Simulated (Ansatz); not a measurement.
# PbSe: pressure against volume scale

All results are calculated (Ansatz 0.2.0). Periodic Kohn-Sham DFT of a crystal at fixed atoms, scaled to volume_scale times the given cell; pressure positive in compression, energy less spherical unpolarised free atoms, largest_vzz the field gradient of largest size among the nuclei.

The cell before it is scaled or strained (space group Fm-3m, No. 225):
```
CELL_PARAMETERS angstrom
0.00000 3.06210 3.06210
3.06210 0.00000 3.06210
3.06210 3.06210 0.00000
ATOMIC_POSITIONS crystal
Pb 0.00000 0.00000 0.00000
Se 0.50000 0.50000 0.50000
```

Settings of every row: method frozen-core PAW; functional PBEsol; relativity scalar; k mesh 7x7x7; filling fermi-dirac; smearing width 0.02 eV; wave cutoff 420 eV; paw set soft_2.

Atom start moment: 0 on all atoms.

Limits: PAW files made with PBE; no spin-orbit coupling on heavy atoms.

Limits of some rows: small gap, it may come from the mesh (row 3, 5, 6, 7, 8).

```csv
row,volume scale,V (Å³/atom),pressure (GPa)
1,0.94,26.989,?
2,0.96,27.563,1.638
3,0.98,28.14,0.447
4,0.99,28.425,-0.102
5,1,28.713,-0.622
6,1.01,29.002,-1.114
7,1.02,29.289,-1.581
8,1.04,29.863,-2.441
9,1.06,30.434,-3.211
```

Question: what pressure should row 1 give?

Worked fit of pressure. Take u = (V_r/V)^(2/3) − 1 with V_r = 28.858 Å³ an atom, which is twice the finite (Eulerian) strain; such expansions in the strain, on which the Birch-Murnaghan equation of state is built, carry the rest volume and the bulk modulus. The shown rows have u = 0.03108, 0.01694, 0.01013, 0.00336, -0.00331, -0.00983, -0.02256, -0.03483. Least squares give pressure = −0.8721 + 74.302 × u + 206.74 × u² GPa; a straight line predicts inner rows, each left out in turn, worse (root mean square 0.068 against 0.0028 GPa). The rows lie off it by 0.001, 0.001, -0.004, -0.002, 0.002, 0.002, 0.002, -0.002. The pressure vanishes at u = 0.0114, or V = 28.37 Å³ an atom, and there the bulk modulus at fixed shape and fractions is B = −V dP/dV = (2/3)(1 + u) dP/du = 53.3 GPa. The withheld row has u = 0.04565, so the fit gives −0.8721 + 74.302 × (0.04565) + 206.74 × (0.04565)² = 2.951 GPa.

The calculation gave 2.966 GPa. The fit lies 0.015 GPa (0.24 % of the column's range) below it; its largest miss of a shown row is 0.004 GPa. This row lies beyond the range of the fit.
